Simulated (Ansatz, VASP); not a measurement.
SiNi3 in VASP and in Ansatz

```xyz
4
Lattice="3.4198 0.0000 0.0000 0.0000 3.4198 0.0000 0.0000 0.0000 3.4198" Properties=species:S:1:pos:R:3 pbc="T T T"
Si    0.0000    0.0000    0.0000
Ni    0.0000    1.7099    1.7099
Ni    1.7099    0.0000    1.7099
Ni    1.7099    1.7099    0.0000
```

Alike in both runs: task single point; functional PBEsol; k mesh 10 × 10 × 10; occupations gaussian, width 0.05 eV; collinear spin.

|  | VASP | Ansatz |
| --- | --- | --- |
| version | VASP 6.6.1 | Ansatz 0.2.0 |
| potentials or method | VASP PAW PBE potentials, release 64 (Si, Ni) | scalar-relativistic, plane waves, PAW |
| plane-wave cutoff (eV) | 520 | 500 |
| valence electrons in the cell | 34 | 58 |

```csv
,VASP,Ansatz,Ansatz less VASP
gap on the k mesh at the Fermi level (eV),none,none,-
pressure (GPa),9.6,9.4,-0.25
net moment per atom (μB),0.00,0.00,0.000
```

A gap of «none» marks a metal or a gap that the smearing closes. The two sets of potentials don't hold the same shells in valence. Ansatz warned: «no_starting_moments».

Caveats: the PAW data sets were made with another functional, which shifts forces and pressure a little (VASP).
